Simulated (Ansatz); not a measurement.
Wanted: the native input for an Ansatz 0.2.0 run.

| Quantity | Value |
| --- | --- |
| Task | relaxation of cell and atoms |
| Functional | PBEsol |
| Potentials or basis | Ansatz PAW |
| Cutoff | 420 eV (not typed: the program's choice for these potentials) |
| k mesh | 11 × 11 × 11 |
| Occupations | fermi-dirac, width 0.05 eV |
| Spin | no spin polarisation |
| Hubbard terms | Nb d U = 6 eV |
| Hubbard projectors | ortho-atomic (the default) |
| Double counting | fll (the default) |

Crystal: NbP.

```
Nb P
1.0
    -1.67492    1.67492    5.74011
     1.67492   -1.67492    5.74011
     1.67492    1.67492   -5.74011
Nb P
2 2
Direct
  0.24988 0.74988 0.50000
  0.49988 0.49988 0.00000
  0.83275 0.33275 0.50000
  0.08275 0.08275 0.00000
```

The cell is a database's computed one.

The input as run:

input.yaml

```yaml
crystal:
  lattice:
    - [-1.6749232544, 1.6749232544, 5.7401081759]
    - [1.6749232544, -1.6749232544, 5.7401081759]
    - [1.6749232544, 1.6749232544, -5.7401081759]
  atoms:
    - { symbol: Nb, position: [0.2498808, 0.7498808, 0.5] }
    - { symbol: Nb, position: [0.4998808, 0.4998808, 0.0] }
    - { symbol: P, position: [0.83274777, 0.33274777, 0.5] }
    - { symbol: P, position: [0.08274777, 0.08274777, 0.0] }
hamiltonian:
  xc: pbesol
  pseudopotentials: { kind: paw }
  hubbard: { sites: [{ species: Nb, l: d, u_eff: 6.0 }] }
kpoints:
  mp_grid: { grid: [11, 11, 11] }
scf:
  occupations: { method: fermi_dirac, width: 0.05 }
output:
  forces: true
  stress: true
  eigenvalues: true
relax:
  f_tol: 0.01
  max_steps: 40
  cell: { stress_tol: 0.05 }
```

Potentials or basis: Ansatz PAW.

Run with:

```bash
$ ansatz run input.yaml --threads 2 --pin off --max-ram 5632MiB --backend cpu --events-out ev --progress --plain --runs-dir out
```

Results of the run:

```yaml
Relaxed_volume: 15.87 Å³/atom
Relaxed_cell: a = 6.212 Å, b = 6.212 Å, c = 6.212 Å, α = 148.99°, β = 148.99°, γ = 44.43°
Space_group_after_relaxing_to_0.05_Å: I4_1md (No. 109)
Energy_gained_by_relaxing: 3.1 meV/atom
Ionic_steps: 6
Pressure_after_relaxing: 0.0 GPa
Band_gap_on_the_k_mesh: none (metal or under the smearing width)
```

Caveat: the plane-wave basis is chosen anew once the cell has moved, so the energies of steps on either side of that aren't comparable; U without spin polarisation on a metal has little footing; the PAW data sets come from PBE, with cores solved anew for the run's functional, which leaves a small shift of forces and pressure; the U is typed as a test and isn't derived for this compound.

It took 75 s on 2 threads of Arm Neoverse V2, with other jobs on the host, peak memory 0.61 GiB.
